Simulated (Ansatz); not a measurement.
H interstitial in ZnS

Method: DFT PBE, scalar-relativistic, plane waves, PAW (Ansatz). Settings: 420 eV cutoff, 2×2×2 k-mesh, shifted by half a step, Gaussian smearing of 0.01 eV, collinear spin in charge 0 alone.

Host crystal, relaxed:

```
Zn S
1.0
     0.00000    2.72115    2.72115
     2.72115    0.00000    2.72115
     2.72115    2.72115    0.00000
Zn S
1 1
Direct
  0.00000 0.00000 0.00000
  0.25000 0.25000 0.25000
```

Supercell of 32 atoms, rows in host cell vectors: 1 1 -3; 1 1 1; 1 -3 1. Atoms relax at the host's cell, keeping the symmetry that the supercell leaves at the site. The cell is small, so energies carry finite-size errors of tenths of an eV. The host's Kohn–Sham gap is 2.02 eV. Atoms are taken from and returned to the elements' standard states. Charged cells are corrected for image charges with the computed static dielectric tensor (mean 9.4) and aligned with the host's potential at far atoms (alignment terms reach 0.05 eV; the program doubts the alignment in some charges, where it is up to 0.02 eV). No band-filling term is added, and the Fermi level counts from the host's valence band top.

Defect: H interstitial at (0.500, 0.500, 0.500) of the host cell.

What is the formation energy of the neutral defect?

2.56 eV.

Does the neutral defect carry a moment, and how do its surroundings relax?

It changes the cell's moment by 1.00 μB. The nearest neighbours before are 4 S at 2.36 Å, 6 Zn at 2.72 Å; after relaxation the atoms near the site are 4 S at 2.38 Å, 6 Zn at 2.72 Å; the largest move is 0.03 Å.

Charges +1, 0, -1 were computed. Which is stable where in the gap?

Among the charges computed the stable one is +1 at the valence band top, changing to 0 at 0.64 eV. Other sites of the defect weren't tried. Levels between neighbouring charges: (+1/0) 0.64 eV, (0/-1) 2.27 eV.